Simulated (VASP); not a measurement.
# Mo (Fm-3m) in VASP: reference runs, part 2 of 2

VASP 6.6.1. Earlier steps stand in the parts before.

### 3 Single point, PBE (cell strained at random at fixed volume)

Input file INCAR:

```
SYSTEM = Mo
  ALGO = Normal
  EDIFF = 1E-7
  ENCUT = 520
  GGA = PE
  ISIF = 2
  ISMEAR = -1
  LASPH = .True.
  LCHARG = .False.
  LREAL = .False.
  LWAVE = .False.
  NBANDS = 13
  NELM = 60
  PREC = Accurate
  SIGMA = 0.05
```

Input file KPOINTS:

```
k-points
0
Gamma
  11 11 11
  0 0 0
```

Input file POSCAR:

```
Mo
1.0
   -0.0048340000      2.0414370000      2.0481490000
    1.9775310000      0.0203830000      2.0229320000
    1.9918930000      2.0305820000      0.0060210000
Mo
1
Direct
   -0.0051080000     -0.0019910000      0.0005770000
```

Potentials or basis: VASP PAW PBE potentials, release 64 (Mo_sv).

Run with:

```sh
$ cat potpaw_PBE.64/Mo_sv/POTCAR > POTCAR
$ mpirun -np 1 vasp_std > vasp.out
```

OUTCAR:

```text
SYSTEM = Mo
   EDIFF = 1E-7
   ENCUT = 520
   GGA = PE
   ISIF = 2
   ISMEAR = -1
   LASPH = .True.
   LREAL = .False.
   NELM = 60
   PREC = Accurate

 ion  position               nearest neighbor table
   1  0.995  0.998  0.001-

  Warning from LATTYP: Got some problem with cell dimensions!
  Tried to take original basis but could not verify dimensions!
  LATTYP: Found a triclinic cell.
 ALAT       =     2.8290101094
 B/A-ratio  =     1.0221886158
 C/A-ratio  =     1.0065842298
 COS(alpha) =     0.0033163209
 COS(beta)  =     0.4978527465
 COS(gamma) =     0.5103750722

  Lattice vectors:

 A1 = (   1.9775310000,   0.0203830000,   2.0229320000)
 A2 = (  -0.0048340000,   2.0414370000,   2.0481490000)
 A3 = (  -0.0143620000,  -2.0101990000,   2.0169110000)

Analysis of symmetry for initial positions (statically):
=====================================================================
 Subroutine PRICEL returns:
 Original cell was already a primitive cell.

 Routine SETGRP: Setting up the symmetry group for a
 triclinic supercell.

 Subroutine GETGRP returns: Found  2 space group operations
 (whereof  1 operations were pure point group operations)
 out of a pool of  2 trial point group operations.

The static configuration has the point symmetry C_1 .
 The point group associated with its full space group is S_2 .

Analysis of symmetry for dynamics (positions and initial velocities):
=====================================================================
 Subroutine PRICEL returns:
 Original cell was already a primitive cell.

 Routine SETGRP: Setting up the symmetry group for a
 triclinic supercell.

 Subroutine GETGRP returns: Found  2 space group operations
 (whereof  1 operations were pure point group operations)
 out of a pool of  2 trial point group operations.

The dynamic configuration has the point symmetry C_1 .
 The point group associated with its full space group is S_2 .

 Subroutine INISYM returns: Found  2 space group operations
 (whereof  1 operations are pure point group operations),
 and found     1 'primitive' translations

----------------------------------------------------------------------------------------

                                     Primitive cell

  volume of cell :      16.3627

  direct lattice vectors                    reciprocal lattice vectors
    -0.004834000  2.041437000  2.048149000    -0.251034584  0.245531266  0.242926607
     1.977531000  0.020383000  2.022932000     0.253420278 -0.249330476  0.249111512
     1.991893000  2.030582000  0.006021000     0.249832719  0.248128611 -0.246725818

  length of vectors
     2.891781928  2.829010109  2.844457283     0.426986301  0.434101450  0.429950956

  position of ions in fractional coordinates (direct lattice)
     0.994892000  0.998009000  0.000577000

  ion indices of the primitive-cell ions
   primitive index   ion index
                 1           1

----------------------------------------------------------------------------------------

 KPOINTS: k-points

Automatic generation of k-mesh.
 Grid dimensions read from file:
 generate k-points for:   11   11   11

 Generating k-lattice:

  Cartesian coordinates                     Fractional coordinates (reciprocal lattice)
    -0.022821326  0.022321024  0.022084237     0.090909091  0.000000000  0.000000000
     0.023038207 -0.022666407  0.022646501     0.000000000  0.090909091  0.000000000
     0.022712065  0.022557146 -0.022429620     0.000000000  0.000000000  0.090909091

  Length of vectors
     0.038816936  0.039463768  0.039086451

  Shift w.r.t. Gamma in fractional coordinates (k-lattice)
     0.000000000  0.000000000  0.000000000

 Subroutine IBZKPT returns following result:
 ===========================================

 Found    666 irreducible k-points:

 Following reciprocal coordinates:
            Coordinates               Weight
  0.000000  0.000000  0.000000      1.000000
  0.090909  0.000000 -0.000000      2.000000
  0.181818  0.000000  0.000000      2.000000
  0.272727  0.000000  0.000000      2.000000
  0.363636  0.000000  0.000000      2.000000
  0.454545 -0.000000 -0.000000      2.000000
[... 42 lines left out ...]
 -0.181818  0.363636 -0.000000      2.000000
 -0.090909  0.363636 -0.000000      2.000000
 [... further k-points ...]
   k-points           NKPTS =    666   k-points in BZ     NKDIM =    666   number of bands    NBANDS=     13
   number of dos      NEDOS =    301   number of ions     NIONS =      1
   total plane-waves  NPLWV =  13824
   dimension x,y,z NGX =    24 NGY =   24 NGZ =   24
   dimension x,y,z NGXF=    48 NGYF=   48 NGZF=   48
   ions per type =               1
   NGX,Y,Z   is equivalent  to a cutoff of  13.80, 14.10, 14.03 a.u.
   NGXF,Y,Z  is equivalent  to a cutoff of  27.59, 28.21, 28.05 a.u.
 SYSTEM =  Mo
   PREC   = accura    normal or accurate (medium, high low for compatibility)
   ISTART =      0    job   : 0-new  1-cont  2-samecut
   ICHARG =      2    charge: 1-file 2-atom 10-const
   ISPIN  =      1    spin polarized calculation?
   LNONCOLLINEAR =      F non collinear calculations
   LSORBIT =      F    spin-orbit coupling
   LASPH  =      T    aspherical Exc in radial PAW
   ENCUT  =  520.0 eV  38.22 Ry    6.18 a.u.   5.38  5.26  5.29*2*pi/ulx,y,z
   NELM   =     60;   NELMIN=  2; NELMDL= -5     # of ELM steps
   EDIFF  = 0.1E-06   stopping-criterion for ELM
   LREAL  =      F    real-space projection
   EDIFFG = 0.1E-05   stopping-criterion for IOM
   NSW    =      0    number of steps for IOM
   IBRION =     -1    ionic relax: 0-MD 1-quasi-New 2-CG
   NFREE  =      0    steps in history (QN), initial steepest desc. (CG)
   ISIF   =      2    stress and relaxation
   ISYM   =      2    0-nonsym 1-usesym 2-fastsym
   POTIM  = 0.5000    time-step for ionic-motion
   TEBEG  =    0.0;   TEEND  =   0.0 temperature during run
   PSTRESS=    0.0 pullay stress
   NELECT =      14.0000    total number of electrons
   NUPDOWN=      -1.0000    fix difference up-down
   EMIN   =  10.00;   EMAX   =-10.00  energy-range for DOS
   EFERMI =   0.00;   METHOD = LEGACY
   ISMEAR =    -1;   SIGMA  =   0.05  broadening in eV -4-tet -1-fermi 0-gaus
   EFERMI_NEDOS =   21; number of points for ismear=-14 and -15
   IALGO  =     38    algorithm
   IMIX   =      4    mixing-type and parameters
     AMIX     =   0.40;   BMIX     =  1.00
     AMIX_MAG =   1.60;   BMIX_MAG =  1.00
  volume/ion in A,a.u.               =      16.36       110.42
  Fermi-wavevector in a.u.,A,eV,Ry     =   1.554172  2.936959 32.864201  2.415451
  Thomas-Fermi vector in A             =   2.658297
   LORBIT       =      0    0 simple, 1 ext, 2 COOP (PROOUT), +10 PAW based schemes
   GGA     = PE    functional components
[... 5 lines left out ...]
 non-spin polarized calculation
  energy-cutoff  :      520.00
  volume of cell :       16.36
 maximum number of plane-waves:       453
 NGX is ok and might be reduce to    24
   NGX = 11   NGY = 11   NGZ = 11

 number of electron      14.0000000 magnetization

 Free energy of the ion-electron system (eV)
  ---------------------------------------------------
  ext. energy  EPLUGINS =         0.00000000
  ---------------------------------------------------
  free energy    TOTEN  =       -10.50774467 eV

  energy without entropy =      -10.49478258  energy(sigma->0) =      -10.50126363

 E-fermi :  11.4709     XC(G=0): -13.1170

 val. band max:       11.4707688700   @ k =   0.0909  -0.0909   0.0909
 cond. band min:      11.4726500954   @ k =  -0.1818  -0.4545   0.4545
 fundamental gap:      0.0018812254
 Fermi energy:        11.4709173285

 k-point     1 :       0.0000    0.0000    0.0000
  band No.  band energies     occupation
      1     -49.2648      2.00000
      2     -22.6762      2.00000
      3     -22.6481      2.00000
      4     -22.6253      2.00000
      5       4.7967      2.00000
      6      10.5773      2.00000
      7      10.7855      2.00000
      8      10.9820      1.99989
      9      13.2076      0.00000
     10      13.5412      0.00000
     11      24.5593      0.00000
     12      29.2788      0.00000
     13      29.6551      0.00000
[... 609 lines left out ...]
 k-point    40 :       0.0000    0.3636   -0.0000
  band No.  band energies     occupation
      1     -49.0850      2.00000
      2     -23.6734      2.00000
      3     -22.8313      2.00000
      4     -22.7795      2.00000
      5       7.0552      2.00000
      6      10.6158      2.00000
      7      10.9928      1.99986
      8      11.5488      0.34807
      9      14.5396      0.00000
     10      14.5609      0.00000
     11      23.3918      0.00000
     12      26.1624      0.00000
     13      32.0297      0.00000

 [... further k-points ...]

------------------------ aborting loop because EDIFF is reached ----------------------------------------

  FORCE on cell =-STRESS in cart. coord.  units (eV):
  Direction    XX          YY          ZZ          XY          YZ          ZX
  --------------------------------------------------------------------------------------
  -------------------------------------------------------------------------------------
  Total       -0.7160096     -0.2775513     -0.2153053      0.0448289      0.0901391     -0.0579627
  in kB      -70.1090549    -27.1768190    -21.0819149      4.3894837      8.8260942     -5.6754955
  external PRESSURE =     -39.4559296 kB  Pullay stress =       0.0000000 kB

 VOLUME and BASIS-vectors are now :
 -----------------------------------------------------------------------------
  energy-cutoff  :      520.00
  volume of cell :       16.36
      direct lattice vectors                 reciprocal lattice vectors
    -0.004834000  2.041437000  2.048149000    -0.251034584  0.245531266  0.242926607
     1.977531000  0.020383000  2.022932000     0.253420278 -0.249330476  0.249111512
     1.991893000  2.030582000  0.006021000     0.249832719  0.248128611 -0.246725818

 POSITION                                       TOTAL-FORCE (eV/Angst)
 -----------------------------------------------------------------------------------
      1.96993      2.05252      4.05659        -0.000000      0.000000      0.000000
 -----------------------------------------------------------------------------------
    total drift:                                0.000003     -0.000003      0.000002

  FREE ENERGIE OF THE ION-ELECTRON SYSTEM (eV)
  ---------------------------------------------------
  free  energy   TOTEN  =       -10.5077446726 eV

  energy  without entropy=      -10.4947825814  energy(sigma->0) =      -10.50126363
```

OSZICAR:

```text
N       E                     dE             d eps       ncg     rms          rms(c)
DAV:   1     0.927878146566E+02    0.92788E+02   -0.80576E+03 17478   0.110E+03
DAV:   2    -0.995361723689E+01   -0.10274E+03   -0.99172E+02 19951   0.310E+02
DAV:   3    -0.111417183068E+02   -0.11881E+01   -0.11835E+01 19431   0.331E+01
DAV:   4    -0.111444698315E+02   -0.27515E-02   -0.27514E-02 19411   0.195E+00
DAV:   5    -0.111444880418E+02   -0.18210E-04   -0.18211E-04 19721   0.141E-01    0.128E+01
DAV:   6    -0.105813046420E+02    0.56318E+00   -0.74105E-01 17776   0.103E+01    0.331E+00
DAV:   7    -0.105112944405E+02    0.70010E-01   -0.13079E-01 19526   0.407E+00    0.845E-01
DAV:   8    -0.105077149598E+02    0.35795E-02   -0.40501E-03 17731   0.804E-01    0.150E-01
DAV:   9    -0.105077324979E+02   -0.17538E-04   -0.13702E-04 20260   0.142E-01    0.607E-02
DAV:  10    -0.105077446128E+02   -0.12115E-04   -0.12201E-05 17811   0.399E-02    0.314E-03
DAV:  11    -0.105077448656E+02   -0.25284E-06   -0.14752E-07 16305   0.407E-03    0.110E-03
DAV:  12    -0.105077447031E+02    0.16251E-06   -0.16145E-08  9528   0.151E-03    0.400E-04
DAV:  13    -0.105077446726E+02    0.30561E-07   -0.16268E-09  9008   0.508E-04
   1 F= -.10507745E+02 E0= -.10501264E+02  d E =-.129621E-01
```

Wall time 57 s (1 thread of Intel Xeon Platinum 8559C (Emerald Rapids), shared host); peak memory 0.24 GiB.

What came out:

* Free energy: -10.5077 eV
* Pressure: -3.9 GPa
* Band gap on the k mesh: none (metal or under the smearing width)
